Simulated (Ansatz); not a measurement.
How the field gradients follow the size of the cell in W

Reference cell: a structure deposited in the COD, whose atoms a relaxation with PBE at fixed cell left in place.

Space group Pm-3n (No. 223); a = 5.0830 Å.

| site | Wyckoff | site symmetry | x | y | z |
| --- | --- | --- | --- | --- | --- |
| W1 | 2a | m-3. | 0.0000 | 0.0000 | 0.0000 |
| W3 | 6c | -4m.2 | 0.0000 | 0.5000 | 0.2500 |

One atom of each set is listed.

All values are calculated (Ansatz; DFT, PBE, plane waves and PAW, scalar-relativistic, 420 eV cutoff, Γ-centred 9×9×9 k-points, Fermi–Dirac smearing 0.05 eV), not measured.

The cell is scaled uniformly, and the ions relax again at each size. Sites with gradients under 0.05 are left out.

```
V/V₀    W3 V_zz (η)
0.94   -1.40 (0.00)
0.96   -3.20 (0.00)
0.98              ?
1.00   -6.32 (0.00)
1.02   -7.67 (0.00)
1.04   -8.89 (0.00)
1.06  -10.00 (0.00)
```

(1) Fill in the row for V/V₀ = 0.98 (V_zz in 10²¹ V/m²).

The run finds no gap above 0.1 eV (a metal, or nearly one), so the gradients can move by 10 % or more with the k-mesh. Without spin–orbit coupling the gradients at and beside W can be off by some per cent, at some sites by more.

Results:

(1) W3: -4.84 (0.00). Worked for W3: a power law through the other 6 rows, |V_zz| = 4.99 × (V/V₀)^15.55, gives 3.65 at V/V₀ = 0.98, against 4.84 from the run (-24.7 %). Logarithmic slopes d ln|V_zz|/d ln V over the series: W3 15.1. Point charges on a uniformly scaled lattice would give −1; charge that moves in the bonds makes the difference.
